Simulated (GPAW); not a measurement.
Crystal: Sc.

```xyz
2
Lattice="3.3090 0.0000 0.0000 -1.6545 2.8657 0.0000 0.0000 0.0000 5.2733" Properties=species:S:1:pos:R:3 pbc="T T T"
Sc    1.6545    0.9552    3.9550
Sc    0.0000    1.9105    1.3183
```

- Program: GPAW 26.7.0
- Task: relaxation of cell and atoms
- Functional: r4SCAN
- Potentials or basis: GPAW PAW data sets (gpaw-data 1.2.1)
- Cutoff: 600 eV
- Basis: pw
- k mesh: 7 × 7 × 4
- Occupations: fermi-dirac, width 0.05 eV
- Spin: no spin polarisation

At the start: pressure -0.4 GPa; volume 25.00 Å³/atom.

Q: How do energy, volume and symmetry change on relaxing?

A: Over 4 steps the energy falls by 5.3 meV/atom and the volume is 24.69 Å³/atom (-1.2 %); space group P6_3/mmc (No. 194, to 0.05 Å).

The path:
```csv
step,energy change (eV),largest force (eV/Å),pressure (GPa),volume (Å³)
1,0.0000,0.0000,-0.38,50.00
2,-0.0017,0.0000,-0.33,49.94
3,-0.0086,0.0000,0.49,49.05
4,-0.0107,0.0000,0.15,49.39
```

Final structure:
```yaml
crystal:
  lattice:
    - [3.32840, 0.00000, 0.00000]
    - [-1.66420, 2.88248, 0.00000]
    - [0.00000, 0.00000, 5.14777]
  atoms:
    - { symbol: Sc, position: [0.66667, 0.33333, 0.75000] }
    - { symbol: Sc, position: [0.33333, 0.66667, 0.25000] }
```

Caveat: later steps reuse the first step's grids; the PAW data sets were made with another functional, which shifts forces and pressure a little.
